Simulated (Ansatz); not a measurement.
Crystal: AlAu.

```
Au Al
1.0
     3.22394    0.00000    0.00000
     0.00000    3.22394    0.00000
     0.00000    0.00000    3.22394
Au Al
1 1
Direct
  0.50000 0.50000 0.50000
  0.00000 0.00000 0.00000
```

The cell comes from a database or a generator and needn't be the stable form of this composition.

* Program: Ansatz 0.2.0
* Task: relaxation of cell and atoms
* Functional: PBEsol
* Potentials or basis: Ansatz PAW
* Cutoff: 420 eV (not typed: the program's choice for these potentials)
* k mesh: 8 × 8 × 8
* Occupations: fermi-dirac, width 0.05 eV
* Spin: no spin polarisation

At the start: volume 16.75 Å³/atom.

Where does the relaxation end?

It ends after 5 steps and the volume is 16.02 Å³/atom (-4.4 %); space group Pm-3m (No. 221, to 0.05 Å).

Step by step:
```csv
step,energy change (eV),largest force (eV/Å),volume (Å³)
1,0.0000,0.0000,33.51
2,-0.0065,0.0000,30.84
3,-0.0252,0.0000,32.14
4,-0.0254,0.0000,32.03
5,-0.0250,0.0000,32.03
```

Final structure:
```cif
data_structure
_symmetry_space_group_name_H-M 'P 1'
_symmetry_Int_Tables_number 1
_cell_length_a 3.1759
_cell_length_b 3.1759
_cell_length_c 3.1759
_cell_angle_alpha 90.000
_cell_angle_beta 90.000
_cell_angle_gamma 90.000
_cell_volume 32.03
loop_
_atom_site_label
_atom_site_type_symbol
_atom_site_fract_x
_atom_site_fract_y
_atom_site_fract_z
_atom_site_occupancy
Au1 Au 0.50000 0.50000 0.50000 1
Al1 Al 0.00000 0.00000 0.00000 1
```

Caveat: the plane-wave basis is chosen anew once the cell has moved, so the energies of steps on either side of that aren't comparable; the PAW data sets come from PBE, with cores solved anew for the run's functional, which leaves a small shift of forces and pressure.
